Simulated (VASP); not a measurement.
# Hg (I4/mmm) in VASP: further runs, part 2 of 2

VASP 6.6.1.

### 3 Optical spectrum, PBE+ULG

INCAR reads:

```
  ALGO = Normal
  CSHIFT = 0.1
  EDIFF = 1E-6
  ENCUT = 500
  GGA = PE
  ISIF = 2
  ISMEAR = -1
  IVDW = 3
  LASPH = T
  LCHARG = F
  LOPTICS = T
  LREAL = F
  LWAVE = F
  NBANDS = 38
  NEDOS = 2000
  NELM = 80
  PREC = Accurate
  SIGMA = 0.1
```

KPOINTS reads:

```
k-points
0
Gamma
  10 10 10
```

POSCAR reads:

```
Hg
1.0
   -1.8767364354      1.8767364354      1.9168448550
    1.8767364354     -1.8767364354      1.9168448550
    1.8767364354      1.8767364354     -1.9168448550
Hg
1
Direct
    0.5000000000      0.5000000000      0.0000000000
```

Potentials or basis: VASP PAW PBE potentials, release 54 (Hg).

Started as:

```sh
$ cat potpaw_PBE.54/Hg/POTCAR > POTCAR
$ mpirun -np 1 vasp_std > vasp.out
```

OUTCAR:

```text
EDIFF = 1E-6
   ENCUT = 500
   GGA = PE
   ISIF = 2
   ISMEAR = -1
   IVDW = 3
   LASPH = T
   LREAL = F
   NELM = 80
   PREC = Accurate
  IVDW =   3

 ion  position               nearest neighbor table
   1  0.500  0.500  0.000-

  LATTYP: Found a body centered tetragonal cell.
 ALAT       =     3.7534728708
 C/A-ratio  =     1.0213713651

  Lattice vectors:

 A1 = (  -1.8767364354,   1.8767364354,   1.9168448550)
 A2 = (   1.8767364354,  -1.8767364354,   1.9168448550)
 A3 = (   1.8767364354,   1.8767364354,  -1.9168448550)
[... 734 lines left out ...]
     0.00000     0.00000     0.00000     0.00000     0.00000     0.00000     0.00000
     0.82170     2.75358     2.75358     2.16732    -0.00000    -0.00000     0.00000
     1.64340    39.61774    39.61774    38.64638    -0.00000    -0.00000     0.00000
     2.46510    13.66980    13.66980    13.65037    -0.00000    -0.00000     0.00000
     3.28679    14.61409    14.61409    16.46766    -0.00000     0.00000     0.00000
     4.10849     2.89026     2.89026     3.12789    -0.00000    -0.00000     0.00000
[... 92 lines left out ...]
    80.52645     0.00055     0.00055     0.00054     0.00000    -0.00000     0.00000
    81.34815     0.00052     0.00052     0.00051     0.00000    -0.00000     0.00000

  frequency dependent      REAL DIELECTRIC FUNCTION (independent particle, no local field effects) density-density
     E(ev)        X           Y           Z          XY          YZ          ZX
  --------------------------------------------------------------------------------------------------------------
     0.00000    22.09331    22.09331    21.14741     0.00000    -0.00000     0.00000
     0.82170    27.71291    27.71291    26.19155     0.00000    -0.00000     0.00000
     1.64340    11.99760    11.99760    15.48962    -0.00000    -0.00000     0.00000
     2.46510     2.70463     2.70463     2.03411     0.00000     0.00000    -0.00000
     3.28679   -15.08426   -15.08426   -13.38674     0.00000    -0.00000    -0.00000
     4.10849    -3.79243    -3.79243    -4.29620     0.00000    -0.00000    -0.00000
[... 92 lines left out ...]
    80.52645     0.85490     0.85490     0.85609     0.00000     0.00000    -0.00000
    81.34815     0.85930     0.85930     0.86042     0.00000     0.00000    -0.00000

  frequency dependent IMAGINARY DIELECTRIC FUNCTION (independent particle, no local field effects) current-current
     E(ev)      X         Y         Z        XY        YZ        ZX
  --------------------------------------------------------------------------------------------------------------
     0.00000   108.28923   108.28923   102.93311     0.00000    -0.00000    -0.00000
     0.82170    10.58551    10.58551     9.38249     0.00000    -0.00000     0.00000
     1.64340    39.96293    39.96293    40.00491     0.00000    -0.00000     0.00000
     2.46510    13.88333    13.88333    13.71294     0.00000    -0.00000    -0.00000
     3.28679    12.78921    12.78921    14.84331     0.00000    -0.00000    -0.00000
     4.10849     2.67947     2.67947     2.87223     0.00000    -0.00000     0.00000
[... 92 lines left out ...]
    80.52645     0.00019     0.00019     0.00019    -0.00000    -0.00000     0.00000
    81.34815     0.00017     0.00017     0.00017    -0.00000    -0.00000     0.00000

  frequency dependent      REAL DIELECTRIC FUNCTION (independent particle, no local field effects) current-current
     E(ev)        X           Y           Z          XY          YZ          ZX
  --------------------------------------------------------------------------------------------------------------
     0.00000    22.88436    22.88436    21.85453    -0.00000    -0.00000    -0.00000
     0.82170    28.52851    28.52851    27.08017    -0.00000    -0.00000    -0.00000
     1.64340     3.65570     3.65570     7.21815    -0.00000     0.00000     0.00000
     2.46510     2.21039     2.21039     1.52259    -0.00000     0.00000     0.00000
     3.28679   -16.08929   -16.08929   -14.68267    -0.00000     0.00000     0.00000
     4.10849    -3.86616    -3.86616    -4.39191    -0.00000     0.00000     0.00000
[... 92 lines left out ...]
    80.52645     0.85483     0.85483     0.85601    -0.00000     0.00000    -0.00000
    81.34815     0.85922     0.85922     0.86035    -0.00000     0.00000    -0.00000
```

OSZICAR:

```text
N       E                     dE             d eps       ncg     rms          rms(c)
DAV:   1     0.119062745376E+03    0.11906E+03   -0.42226E+03  7776   0.289E+02
DAV:   2     0.597982670013E+01   -0.11308E+03   -0.96260E+02  8912   0.113E+02
DAV:   3    -0.172813328935E+00   -0.61526E+01   -0.60897E+01  9648   0.281E+01
DAV:   4    -0.190625225754E+00   -0.17812E-01   -0.17810E-01  9158   0.158E+00
DAV:   5    -0.190630598921E+00   -0.53732E-05   -0.53733E-05  9258   0.259E-02    0.234E+00
DAV:   6    -0.173021735015E+00    0.17609E-01   -0.19425E-02  9994   0.749E-01    0.181E+00
DAV:   7    -0.172063157508E+00    0.95858E-03   -0.24668E-03  9728   0.239E-01    0.855E-01
DAV:   8    -0.172190611567E+00   -0.12745E-03   -0.60883E-04  8934   0.106E-01    0.487E-02
DAV:   9    -0.172205989262E+00   -0.15378E-04   -0.42665E-06  9604   0.660E-03    0.280E-02
DAV:  10    -0.172212170244E+00   -0.61810E-05   -0.45000E-06  8978   0.747E-03    0.786E-04
DAV:  11    -0.172212126834E+00    0.43409E-07   -0.17353E-08  5930   0.408E-04
   1 F= -.21158210E+00 E0= -.20789687E+00  d E =-.737047E-02
 imaginary and real dielectric function
```

Wall time 36 s (1 thread of AMD EPYC 9R45 (Zen 5), shared host); peak memory 0.2 GiB.

Results:

```
Free energy                : -0.2116 eV
Pressure                   : 1.1 GPa
Band gap on the k mesh     : none (metal or under the smearing width)
Dispersion energy per atom : -0.039 eV
```

Levels at points of the mesh, in eV from the Fermi level:
```csv
k point,band 4,band 5,band 6,band 7,band 8,band 9
"(0.00, 0.00, 0.00)",-6.64,-6.00,-5.96,14.41,14.52,14.52
"(0.50, 0.00, 0.00)",-5.95,-5.49,-1.54,-0.83,8.90,9.87
"(0.50, 0.50, 0.00)",-5.93,-5.48,-1.42,-0.75,8.57,9.51
"(0.50, 0.50, 0.50)",-5.60,-5.60,2.30,3.54,3.98,3.98
```

Dielectric function (mean over the directions given):
```
energy (eV)  real part  imaginary part
       0.33      22.47            0.46
       0.99      30.45            4.71
       1.64      13.16           39.29
       2.30      -1.35           17.87
       2.96      -2.26           26.78
       3.70      -8.82            3.63
       4.36      -2.88            3.21
       5.01      -2.44            2.99
       5.67      -0.45            1.68
       6.41      -0.79            2.14
       7.07       0.42            1.42
       7.72       0.00            2.12
       8.38      -0.07            1.55
       9.12       0.60            1.44
       9.78       0.31            1.36
      10.44       0.63            1.41
      11.09       0.43            1.06
      11.83       0.61            1.03
      12.49       0.89            1.07
      13.15       0.56            1.04
      13.80       0.84            0.86
      14.54       0.97            0.92
      15.20       1.12            1.19
      15.86       0.56            1.33
      16.52       0.41            0.94
      17.26       0.47            0.73
      17.91       0.67            0.51
      18.57       0.78            0.38
      19.23       1.08            0.42
      19.97       1.18            0.55
```

Caveat: atom-pairwise D2, TS and ULG terms overbind metals; spectra need much finer meshes, so this one isn't converged; independent-particle spectra lack excitons; the intraband (Drude) part of a metal's response may be missing; pairwise dispersion overbinds metals, which lowers pressure and volume. The run has no spin-orbit coupling, so splittings on Hg are missing.

### 4 Band structure, PBE+D2, spin-orbit coupling, no magnetisation

INCAR reads:

```
ALGO = Fast ; EDIFF = 1E-6
ENCUT = 520 ; GGA = PE
GGA_COMPAT = False ; ISIF = 2
ISMEAR = 1 ; IVDW = 1
LASPH = True ; LCHARG = False
LORBIT = 11 ; LREAL = False
LSORBIT = True ; LWAVE = False
MAGMOM = 0 0 0 ; NBANDS = 23
NELM = 80 ; PREC = Accurate
SIGMA = 0.2
```

KPOINTS reads:

```
k-points
0
Gamma
  7 7 7
```

POSCAR reads:

```
Hg
3.2739
   -0.573241832493      0.573241832493      0.585492792999
    0.573241832493     -0.573241832493      0.585492792999
    0.573241832493      0.573241832493     -0.585492792999
Hg
1
Direct
    0.5000000000      0.5000000000      0.0000000000
```

KPOINTS_OPT reads:

```
path GXYSGZS1NPY1Z,XP
10
line-mode
reciprocal
 0.0000000000  0.0000000000  0.0000000000  G
 0.0000000000  0.0000000000  0.5000000000  X

 0.0000000000  0.0000000000  0.5000000000  X
-0.4792947241  0.4792947241  0.5000000000  Y

-0.4792947241  0.4792947241  0.5000000000  Y
-0.4896473621  0.4896473621  0.4896473621  S

-0.4896473621  0.4896473621  0.4896473621  S
 0.0000000000  0.0000000000  0.0000000000  G

 0.0000000000  0.0000000000  0.0000000000  G
 0.5000000000  0.5000000000 -0.5000000000  Z

 0.5000000000  0.5000000000 -0.5000000000  Z
 0.4896473621  0.5103526379 -0.4896473621  S1

 0.4896473621  0.5103526379 -0.4896473621  S1
 0.0000000000  0.5000000000  0.0000000000  N

 0.0000000000  0.5000000000  0.0000000000  N
 0.2500000000  0.2500000000  0.2500000000  P

 0.2500000000  0.2500000000  0.2500000000  P
 0.5000000000  0.5000000000 -0.4792947241  Y1

 0.5000000000  0.5000000000 -0.4792947241  Y1
 0.5000000000  0.5000000000 -0.5000000000  Z

 0.0000000000  0.0000000000  0.5000000000  X
 0.2500000000  0.2500000000  0.2500000000  P
```

Potentials or basis: VASP PAW PBE potentials, release 64 (Hg).

Started as:

```sh
$ cat potpaw_PBE.64/Hg/POTCAR > POTCAR
$ mpirun -np 1 vasp_ncl > vasp.out
```

Wall time 85 s (1 thread of Intel Xeon Platinum 8375C at 2.90GHz (Ice Lake), shared host); peak memory 0.23 GiB.

The run converged. Its results:

| Property | Result |
| --- | --- |
| Free energy | -1.3841 eV |
| Pressure | 0.2 GPa |
| Valence electrons inside the program's atomic spheres | Hg 10.42 |
| Dispersion energy per atom | -0.978 eV |

Stress tensor (GPa, compression positive):
```
 0.43  0.00  0.00
 0.00  0.43  0.00
 0.00  0.00 -0.41
```

### 5 Band structure, LDA, spin-orbit coupling, no magnetisation (cell strained at random at fixed volume)

run.py reads:

```python
from ase.calculators.vasp import Vasp
from ase.dft.bandgap import bandgap
from ase.io import read

atoms = read('Hg.xyz')
calc = Vasp(
    directory='calc',
    xc='lda',
    pp='LDA',
    setups='recommended',
    prec='Accurate',
    encut=520,
    ediff=1e-07,
    ismear=1,
    sigma=0.1,
    lreal=False,
    lasph=True,
    nelm=80,
    algo='Normal',
    isif=2,
    lwave=False,
    lcharg=True,
    lorbit=11,
    lsorbit=True,
    gga_compat=False,
    kpts=[7, 7, 7],
    gamma=True,
    nbands=23,
)
atoms.calc = calc

print('energy (eV):', atoms.get_potential_energy())
print('free energy (eV):', atoms.get_potential_energy(force_consistent=True))
efermi = calc.get_fermi_level()
print('Fermi level (eV):', efermi)
path = atoms.cell.bandpath(npoints=40, eps=1e-4)
print('path:', path.path)
calc.set(kpts=path.kpts, reciprocal=True, icharg=11, isym=0, lcharg=False)
calc.calculate(atoms)
print('gap on the path (eV):', bandgap(calc, efermi=efermi)[0])
print('direct gap on the path (eV):', bandgap(calc, efermi=efermi, direct=True)[0])
```

Hg.xyz reads:

```xyz
1
Lattice="-1.8087930000 1.8567390000 1.8904000000 1.8380800000 -1.9380200000 1.9986540000 1.8163050000 1.9455320000 -1.9699800000" Properties=species:S:1:pos:R:3 pbc="T T T"
Hg     0.0486204804     -0.0543934863      1.8804752911
```

Potentials or basis: VASP PAW LDA potentials, release 64 (Hg).

Started as:

```sh
$ python run.py
```

Output:

```text
energy (eV): -1.10956633
free energy (eV): -1.10984198
Fermi level (eV): 1.21743217
path: XGY,LGZ,NGM,RG
gap on the path (eV): 0.0
direct gap on the path (eV): 0.0
```

OUTCAR:

```text
ENCUT = 520.000000
   EDIFF = 1.00e-07
   PREC = Accurate
   ICHARG = 11
   ISIF = 2
   ISMEAR = 1
   ISYM = 0
   LORBIT = 11
   NELM = 80
   LASPH = .TRUE.
   LSORBIT = .TRUE.
   LREAL = .FALSE.

 ion  position               nearest neighbor table
   1  0.479  0.493  0.005-

IMPORTANT INFORMATION: All symmetrisations will be switched off!
NOSYMM: (Re-)initialisation of all symmetry stuff for point group C_1.

----------------------------------------------------------------------------------------
[... 796 lines left out ...]
    -0.0132769    -0.0133432    -0.0393746     0.0000000    -0.0132526
    -0.0525585    -0.0133235     0.0000000    -0.0132526     0.0000000
 l=   3
     0.0000000     0.0000000     0.0000000     0.0000000     0.0000000     0.0000000     0.0000000
     0.0000000     0.0000000     0.0000000     0.0000000     0.0000000     0.0000000     0.0000000
     0.0000000     0.0000000     0.0000000     0.0000000     0.0000000     0.0000000     0.0000000
     0.0000000     0.0000000     0.0000000     0.0000000     0.0000000     0.0000000     0.0000000
     0.0000000     0.0000000     0.0000000     0.0000000     0.0000000     0.0000000     0.0000000
     0.0000000     0.0000000     0.0000000     0.0000000     0.0000000     0.0000000     0.0000000
     0.0000000     0.0000000     0.0000000     0.0000000     0.0000000     0.0000000     0.0000000

 total charge

# of ion       s       p       d       tot
------------------------------------------
    1        0.897   0.106   9.383  10.387

 magnetization (x)

# of ion       s       p       d       tot
------------------------------------------
    1       -0.000   0.000  -0.000   0.000

 magnetization (y)

# of ion       s       p       d       tot
------------------------------------------
    1       -0.000   0.000  -0.000   0.000

 magnetization (z)

# of ion       s       p       d       tot
------------------------------------------
    1       -0.000   0.000  -0.000   0.000
```

INCAR:

```text
ENCUT = 520.000000
SIGMA = 0.100000
EDIFF = 1.00e-07
ALGO = Normal
PREC = Accurate
ICHARG = 11
ISIF = 2
ISMEAR = 1
ISYM = 0
LORBIT = 11
NBANDS = 23
NELM = 80
LASPH = .TRUE.
LCHARG = .FALSE.
LWAVE = .FALSE.
LSORBIT = .TRUE.
GGA_COMPAT = .FALSE.
LREAL = .FALSE.
```

Wall time 3.8 min (1 thread of Intel Xeon Platinum 8375C at 2.90GHz (Ice Lake), shared host); peak memory 0.2 GiB.

Caveat: the log is that of the step along the path at fixed density, whose energy, stress, charges and moments have no meaning.

### 6 The runs side by side

```tsv
task	level	potentials or basis	spin	cell	k mesh	cutoff (eV)	smearing	pressure (GPa)
optical spectrum	PBE+ULG	VASP PAW PBE potentials, release 54 (Hg)	off	as given	10 × 10 × 10	500	fermi-dirac 0.1 eV	1.1
band structure	PBE+D2	VASP PAW PBE potentials, release 64 (Hg)	SOC, no magnetisation	as given	7 × 7 × 7	520	methfessel-paxton 0.2 eV	0.2
band structure	LDA	VASP PAW LDA potentials, release 64 (Hg)	SOC, no magnetisation	cell strained at random at fixed volume	7 × 7 × 7	520	methfessel-paxton 0.1 eV	-
```

Caveats: atom-pairwise D2, TS and ULG terms overbind metals (some runs); spectra need much finer meshes, so this one isn't converged (some runs); independent-particle spectra lack excitons (some runs); the intraband (Drude) part of a metal's response may be missing (some runs); pairwise dispersion overbinds metals, which lowers pressure and volume (some runs).

Total energies depend on the potentials used, so only differences within one code and one set of settings carry meaning.
